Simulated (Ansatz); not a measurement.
Molecular dynamics on a 2×2×1 supercell (16 atoms) of ZnS (wurtzite), relaxed with r2SCAN. Forces come from PBE in the PAW code Ansatz: Langevin thermostat and barostat (NPT), 300 K, steps of 3 fs. Spin polarisation is off, nuclei are classical, and the run is far too short for thermal averages.

```yaml
crystal:
  lattice:
    - [7.6109016412, -1.0e-10, 0.0]
    - [-3.8054508205, 6.591234167, 0.0]
    - [0.0, 0.0, 6.2439930788]
  atoms:
    - { symbol: Zn, position: [0.1666666667, 0.3333333333, 0.0003381272] }
    - { symbol: Zn, position: [0.3333333333, 0.1666666667, 0.5003381272] }
    - { symbol: S, position: [0.1666666667, 0.3333333333, 0.3746618728] }
    - { symbol: S, position: [0.3333333333, 0.1666666667, 0.8746618728] }
    - { symbol: Zn, position: [0.1666666667, 0.8333333333, 0.0003381272] }
    - { symbol: Zn, position: [0.3333333333, 0.6666666667, 0.5003381272] }
    - { symbol: S, position: [0.1666666667, 0.8333333333, 0.3746618728] }
    - { symbol: S, position: [0.3333333333, 0.6666666667, 0.8746618728] }
    - { symbol: Zn, position: [0.6666666667, 0.3333333333, 0.0003381272] }
    - { symbol: Zn, position: [0.8333333333, 0.1666666667, 0.5003381272] }
    - { symbol: S, position: [0.6666666667, 0.3333333333, 0.3746618728] }
    - { symbol: S, position: [0.8333333333, 0.1666666667, 0.8746618728] }
    - { symbol: Zn, position: [0.6666666667, 0.8333333333, 0.0003381272] }
    - { symbol: Zn, position: [0.8333333333, 0.6666666667, 0.5003381272] }
    - { symbol: S, position: [0.6666666667, 0.8333333333, 0.3746618728] }
    - { symbol: S, position: [0.8333333333, 0.6666666667, 0.8746618728] }
kpoints:
  mp_grid: { grid: [3, 3, 2] }
hamiltonian:
  xc: pbe
scf:
  occupations: { method: fermi_dirac, width: 0.026 }
md:
  ensemble: npt_langevin
  temperature: 300
  timestep: 3.0
  n_steps: 30
  initial_velocities: maxwell_boltzmann
  seed: 8129
```

Run as `ansatz run input.yaml --threads 4 --pin off --max-ram 3686MiB --backend cpu --events-out ev --progress --plain --runs-dir out`.

Problem. It ran on 4 threads of Arm Neoverse N1, on a shared host. About how long did it take, and how much host memory at the peak?

Solution. About 6.8 min, with a peak of 1.2 GiB.

```tsv
step	t (fs)	T (K)	free energy F from step 0 (meV/atom)	kinetic energy (meV/atom)	pressure (GPa)	volume (Å³/atom)	largest force (eV/Å)
0	0	281	0.0	36.4	2.43	19.58	0.01
1	3	274	0.7	35.5	2.44	19.58	0.24
2	6	246	2.8	31.8	2.44	19.58	0.45
3	9	229	5.7	29.6	2.45	19.59	0.63
4	12	191	9.1	24.7	2.43	19.61	0.76
5	15	191	12.7	24.7	2.39	19.64	0.88
6	18	179	16.4	23.1	2.32	19.67	1.01
7	21	156	19.6	20.1	2.19	19.72	1.12
8	24	139	21.8	17.9	1.99	19.78	1.20
9	27	148	23.4	19.2	1.76	19.86	1.27
10	30	152	24.2	19.7	1.47	19.94	1.29
11	33	150	24.0	19.5	1.15	20.02	1.25
12	36	141	23.3	18.2	0.83	20.10	1.21
13	39	164	22.1	21.3	0.53	20.18	1.14
14	42	203	20.7	26.2	0.24	20.25	1.03
15	45	209	19.7	27.0	-0.06	20.33	0.92
16	48	212	19.1	27.4	-0.37	20.41	0.88
17	51	232	18.8	30.0	-0.62	20.48	0.84
18	54	197	18.8	25.4	-0.87	20.54	0.85
19	57	175	19.1	22.6	-1.08	20.60	0.93
20	60	199	19.7	25.7	-1.26	20.66	1.01
21	63	192	20.8	24.8	-1.45	20.72	1.09
22	66	201	22.0	25.9	-1.59	20.77	1.15
23	69	182	23.2	23.5	-1.73	20.81	1.17
24	72	181	24.3	23.4	-1.83	20.85	1.14
25	75	202	25.3	26.0	-1.90	20.88	1.10
26	78	192	26.1	24.9	-1.98	20.90	1.02
27	81	208	26.8	26.9	-2.04	20.93	0.93
28	84	216	27.6	27.9	-2.07	20.94	0.94
29	87	215	28.4	27.9	-2.09	20.95	0.93
30	90	235	29.2	30.4	-2.09	20.96	0.97
```

The temperature starts at 281 K, is lowest at step 8 (139 K, 24 fs) and ends at 235 K. The thermostat hasn't had time to restore it. The atoms start on their lattice sites with kinetic energy alone, so much of it first passes into potential energy.

Positions (Å) and forces (eV/Å) at step 30:
```
cell (Å): 7.786 0.000 0.000; -3.893 6.743 0.000; 0.000 0.000 6.388
Zn  -0.040   2.398   0.158    -0.205  -0.436  -0.330
Zn   1.978   1.051   3.203     0.107   0.180   0.085
S    0.013   2.249   2.466     0.659   0.360   0.011
S    1.885   1.315   5.655     0.329  -0.402  -0.502
Zn  -1.917   5.843  -0.020     0.052  -0.446   0.228
Zn   0.016   4.484   3.320     0.301   0.014   0.070
S   -1.872   5.535   2.475    -0.396   0.609  -0.501
S    0.005   4.527   5.711     0.167   0.694  -0.347
Zn   3.937   2.300  -0.084     0.198  -0.054  -0.090
Zn   5.904   1.249   3.139    -0.794  -0.207   0.359
S    3.863   2.261   2.253     0.087   0.202   0.940
S    5.912   1.135   5.563    -0.212   0.217   0.089
Zn   2.031   5.661   0.080    -0.022  -0.082  -0.403
Zn   3.862   4.577   3.159    -0.065  -0.273  -0.037
S    1.910   5.752   2.412     0.180  -0.599   0.228
S    4.008   4.547   5.548    -0.385   0.222   0.201
```
